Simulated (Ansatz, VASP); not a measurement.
# Two plane-wave programs on Ta

```
CELL_PARAMETERS angstrom
2.85300 0.00000 0.00000
-1.42650 2.47077 0.00000
0.00000 0.00000 2.66577
ATOMIC_POSITIONS crystal
Ta 0.00000 0.00000 0.00000
```

Alike in both runs: task relaxation of cell and atoms; functional PBEsol; k mesh 24 × 24 × 20; occupations gaussian, width 0.1 eV; no spin polarisation.

```csv
,VASP,Ansatz
version,VASP 6.6.1,Ansatz 0.2.0
potentials or method,"VASP PAW PBE potentials, release 64 (Ta_pv)","scalar-relativistic, plane waves, PAW"
plane-wave cutoff (eV),600,420
valence electrons in the cell,11,13
```

```tsv
	VASP	Ansatz	Ansatz less VASP
gap on the k mesh at the Fermi level, each at its own relaxed structure (eV)	none	none	-
relaxed volume (Å³/atom)	19.07	19.05	-0.022
relaxed cell length with the largest relative difference (Å)	2.708	2.707	-0.0012
energy change over the relaxation (meV/atom)	-7	-6	+0.4
```

A gap of «none» marks a metal or a gap that the smearing closes. The two sets of potentials don't hold the same shells in valence.

Caveats: the PAW data sets were made with another functional, which shifts forces and pressure a little (VASP). The runs have no spin-orbit coupling, so splittings on Ta are missing.
